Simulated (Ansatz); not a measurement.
**Elastic constants of ZrO$_{2}$: input and output**

Level of theory: DFT PBEsol, scalar-relativistic, plane waves, PAW in Ansatz 0.2.0.

Launched with:
```bash
ansatz run input.yaml --threads 1 --pin off --max-ram 4096MiB --backend cpu --events-out ev --progress --plain --runs-dir out
```

Input (bare energies are in eV):
```yaml
crystal:
  lattice:
    - [0.0, 2.5320190116, 2.5320190116]
    - [2.5320190116, 0.0, 2.5320190116]
    - [2.5320190116, 2.5320190116, 0.0]
  atoms:
    - { symbol: Zr, position: [0.0, 0.0, 0.0] }
    - { symbol: O, position: [0.25, 0.25, 0.25] }
    - { symbol: O, position: [0.75, 0.75, 0.75] }
basis:
  ecutwfc: 420
kpoints:
  mp_grid: { grid: [8, 8, 8] }
hamiltonian:
  xc: pbesol
scf:
  occupations: { method: fixed }
output:
  forces: true
  stress: true
  eigenvalues: true
elastic:
  mode: relaxed_ion
  stencil: two_point
```

From the output:
```
--- Elastic constants: 2 strain directions × 2 members + reference (group order 48) ---
  dense FFT box of the reference and of every strained cell: 24×24×24
  strains applied: 11, 23; error gains: componentwise 1.00 (the most a stress slope's error grows in a printed constant), spectral 1.73 (1 for all six strains in a standard setting)
  C = ∂σ_k/∂η_j (tension-positive GPa; Voigt order 11 22 33 23 13 12):
       549.931    107.190    107.190     -0.000     -0.000      0.000
       107.190    549.931    107.190      0.000      0.000      0.000
       107.190    107.190    549.931      0.000      0.000      0.000
         0.000     -0.000     -0.000     67.137     -0.000     -0.000
        -0.000     -0.000      0.000      0.000     67.137      0.000
        -0.000      0.000      0.000     -0.000     -0.000     67.137
  reference stress σ⁰ (GPa):     -0.004     -0.004     -0.004     -0.000     -0.000     -0.000
  C* (energy form; C + prestress term) asymmetry max|C*_kj − C*_jk| = 8.527e-14 GPa — a small one proves nothing (zero by symmetry where the batch's group is 432, −43m or m−3m); a large one is finite-difference/SCF noise where every solve ...
  moduli (Voigt/Reuss/Hill, GPa): K = 254.77/254.77/254.77   G = 128.83/93.08/110.95   E = 290.66   ν = 0.310
  mechanically stable: yes (min eigenvalue of sym C = 67.14 GPa)
  strain η (Voigt 11):  stress-route row diagonal C_11 = 549.93 GPa, energy-path curvature d²(F+E_count+ΔE)/dδ²/Ω₀ = 550.28 GPa
         δ    σ_11 (GPa) F (eV) n_scf n_hpsi n_pw
    -2.000e-3      -1.1098       -5255.6280829       7   17353    648   relax 0 steps, max|allowed force component| 3.40e-18 eV/Å
     2.000e-3       1.0900       -5255.6280371       8   18067    650   relax 0 steps, max|allowed force component| 1.73e-18 eV/Å
  strain η (Voigt 23):  stress-route row diagonal C_44 = 67.14 GPa, energy-path curvature d²(F+E_count+ΔE)/dδ²/Ω₀ = 67.95 GPa
         δ    σ_23 (GPa) F (eV) n_scf n_hpsi n_pw
    -2.000e-3      -0.1343       -5255.6282650      10   29351    648   relax 3 steps, max|allowed force component| 4.28e-8 eV/Å
     2.000e-3       0.1343       -5255.6282650      10   29333    648   relax 2 steps, max|allowed force component| 1.25e-6 eV/Å
```

The run took 22 s on 1 thread of Arm Neoverse V1, on a shared host, peak memory 0.35 GiB.

This fluorite-type form isn't the usual stable structure of the compound.